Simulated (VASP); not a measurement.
## CdO: single point with PBEsol

The system is CdO.

```
Cd O
1.0
     0.00000    2.36099    2.36099
     2.36099    0.00000    2.36099
     2.36099    2.36099    0.00000
Cd O
1 1
Direct
  0.00000 0.00000 0.00000
  0.50000 0.50000 0.50000
```

The cell is a database's computed one.

```
Program                : VASP 6.6.1
Task                   : single point
Functional             : PBEsol
Potentials or basis    : VASP PAW PBE potentials, release 64 (Cd, O)
Cutoff                 : 520 eV
k mesh                 : 16 × 16 × 16
Occupations            : gaussian, width 0.1 eV
Spin                   : no spin polarisation
Further INCAR settings : ALGO = Normal; EDIFF = 1e-07
```

| Item | Value |
| --- | --- |
| Pressure | -1.4 GPa |
| Band gap on the k mesh | none (metal or under the smearing width) |

Levels at points of the mesh, in eV from the Fermi level:
| k point | band 7 | band 8 | band 9 | band 10 | band 11 | band 12 |
| --- | --- | --- | --- | --- | --- | --- |
| (0.00, 0.00, 0.00) | -1.38 | -1.38 | -1.38 | -0.63 | 14.67 | 16.71 |
| (0.50, 0.00, 0.00) | -3.87 | -0.07 | -0.07 | 4.21 | 7.07 | 11.66 |
| (0.50, 0.50, 0.00) | -4.39 | -2.36 | -2.36 | 3.64 | 8.30 | 10.93 |

It took 30 s on 1 thread of Intel(R) Xeon(R) Platinum 8488C (Sapphire Rapids), with other jobs on the host, peak memory 0.19 GiB.

Caveat: the PAW data sets were made with another functional, which shifts forces and pressure a little; this crystal is a semiconductor, whose small gap the functional closes, so the metal is an error of the method.
